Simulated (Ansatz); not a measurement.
# BN at 35 GPa (stress–strain coefficients): relaxed-ion elastic tensor

These are results of DFT PBEsol, scalar-relativistic, plane waves, PAW (Ansatz 0.2.0), not measurements. Cutoff 420 eV, 12×12×6 k-points (Γ-centred), fixed occupations. No spin polarisation.

The cell, relaxed at 35 GPa:
```yaml
crystal:
  lattice:
    - [2.47464, 0.00000, 0.00000]
    - [-1.23732, 2.14310, 0.00000]
    - [0.00000, 0.00000, 4.09650]
  atoms:
    - { symbol: B, position: [0.66667, 0.33333, 0.99944] }
    - { symbol: B, position: [0.33333, 0.66667, 0.49944] }
    - { symbol: N, position: [0.66667, 0.33333, 0.62556] }
    - { symbol: N, position: [0.33333, 0.66667, 0.12556] }
```

Other phases may be more stable at this pressure.

Problem. Give the relaxed-ion elastic constants (GPa, Voigt order xx yy zz yz xz xy, on the axes of the cell above).

Solution.
C11 = 1153.0, C12 = 235.3, C13 = 123.8, C22 = 1153.0, C23 = 123.8, C33 = 1307.7, C44 = 367.4, C55 = 367.4, C66 = 458.8 GPa; the others vanish.

Problem. Is the crystal stable against homogeneous strain?

Solution. Yes: the least eigenvalue of the tensor is 367.4 GPa.

Problem. And the moduli of a polycrystal (Hill averages)?

Solution. B = 509 GPa, G = 441 GPa, E = 1026 GPa, ν = 0.16.

This wurtzite form isn't the usual stable structure of the compound at low pressure.